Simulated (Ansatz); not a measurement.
Computed with Ansatz 0.2.0, DFT PBE, scalar-relativistic, plane waves, PAW. Settings: cutoff 420 eV, Γ-centred meshes spaced at most about 0.3 Å⁻¹, and about 0.25 Å⁻¹ or finer for metals (2π included), Gaussian smearing. No spin polarisation in the final relaxations.

Temperature and zero-point effects are left out.

Two relaxed structures of Li:

A.

```yaml
crystal:
  lattice:
    - [0.00000, 3.31967, 3.31967]
    - [3.31967, 0.00000, 3.31967]
    - [3.31967, 3.31967, 0.00000]
  atoms:
    - { symbol: Li, position: [0.25000, 0.25000, 0.25000] }
    - { symbol: Li, position: [0.75000, 0.75000, 0.75000] }
    - { symbol: Li, position: [0.50000, 0.50000, 0.50000] }
```

B.

```yaml
crystal:
  lattice:
    - [4.11796, 0.00000, 0.00000]
    - [0.00000, 4.11796, 0.00000]
    - [0.00000, 0.00000, 4.11796]
  atoms:
    - { symbol: Li, position: [0.00000, 0.50000, 0.50000] }
    - { symbol: Li, position: [0.50000, 0.00000, 0.50000] }
    - { symbol: Li, position: [0.50000, 0.50000, 0.00000] }
```

Question: Which is lower in energy, and by how much?

Answer: B is lower, by 72 meV/atom. A has space group Fm-3m (No. 225), 24.4 Å³/atom and no gap on its mesh; B has space group Pm-3m (No. 221), 23.3 Å³/atom and no gap. Counting all near atoms (those within 1.25 times the shortest distance at each site; a plus sign parts nearer from farther groups; a slash parts the counts of unlike sites), A has Li 8/4+6 and B has Li 8. The denser one is the lower, and pressure would at first widen the difference. In A, around Li on a site of symmetry -43m lie 4 Li at 2.87 Å and 6 Li at 3.32 Å; around Li on a site of symmetry m-3m lie 8 Li at 2.87 Å. In B, Li has 8 Li at 2.91 Å. Both come from invented guesses. A third cell relaxed alike, in I4/mmm, lies 163 meV/atom below the lower of the two. The part of the Crystallography Open Database at hand lists Li in space groups No. 166, 191, 194, 225, 229; sharing a group (Fm-3m) doesn't make a cell the listed structure.

Cells relaxed within their symmetry can be saddle points.
